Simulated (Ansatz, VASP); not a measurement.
## One calculation of Ni, two programs

The input INCAR:

```
ALGO = Normal
EDIFF = 1E-7
ENCUT = 520
GGA = PE
ISIF = 2
ISMEAR = -1
ISPIN = 2
LASPH = True
LCHARG = False
LMAXMIX = 4
LORBIT = 11
LREAL = False
LWAVE = False
MAGMOM = 1
NBANDS = 15
NELM = 120
PREC = Accurate
SIGMA = 0.05
```

The input KPOINTS:

```
k-points
0
Gamma
  13 13 13
```

Contents of POSCAR:

```
Ni
1.0
    0.0165500000      1.7572510000      1.7682390000
    1.7191180000      0.0163320000      1.7684570000
    1.7144740000      1.7528250000      0.0209760000
Ni
1
Direct
    0.0065090000      0.0114400000     -0.0328950000
```

input.yaml

```yaml
crystal:
  lattice:
    - [0.01655, 1.757251, 1.768239]
    - [1.719118, 0.016332, 1.768457]
    - [1.714474, 1.752825, 0.020976]
  atoms:
    - { symbol: Ni, position: [0.006509, 0.01144, -0.032895], spin: 1.0 }
hamiltonian:
  xc: pbe
  pseudopotentials: { kind: paw }
magnetization:
  spin_polarized: true
kpoints:
  mp_grid: { grid: [13, 13, 13] }
scf:
  occupations: { method: fermi_dirac, width: 0.05 }
output:
  forces: true
  stress: true
  eigenvalues: true
  write_density: true
  write_potential: true
  elf: true
  volumetric_format: npy
```

Change from the starting cell: cell strained at random at fixed volume.

Alike in both runs: task single point; functional PBE; k mesh 13 × 13 × 13; occupations fermi-dirac, width 0.05 eV; collinear spin, ferromagnetic start.

```csv
,VASP,Ansatz
version,VASP 6.6.1,Ansatz 0.2.0
potentials or method,"VASP PAW PBE potentials, release 64 (Ni)",Ansatz PAW
plane-wave cutoff (eV),520,420
valence electrons in the cell,10,18
```

|  | VASP | Ansatz | Ansatz less VASP |
| --- | --- | --- | --- |
| gap on the k mesh at the Fermi level (eV) | none | none | - |
| pressure (GPa) | 8.0 | 8.2 | +0.19 |
| largest component of the traceless stress (GPa) | 1.96 | 1.99 | +0.030 |
| net moment per atom (μB) | 0.62 | 0.63 | +0.005 |
| size of the moment on the site where the two differ most (μB) | 0.63 | 0.67 | +0.034 |

Site moments also hang on the region over which each program counts them. A gap of «none» marks a metal or a gap that the smearing closes. With one functional, cell and mesh, what is left measures potentials, basis and numerics. The two sets of potentials don't hold the same shells in valence.
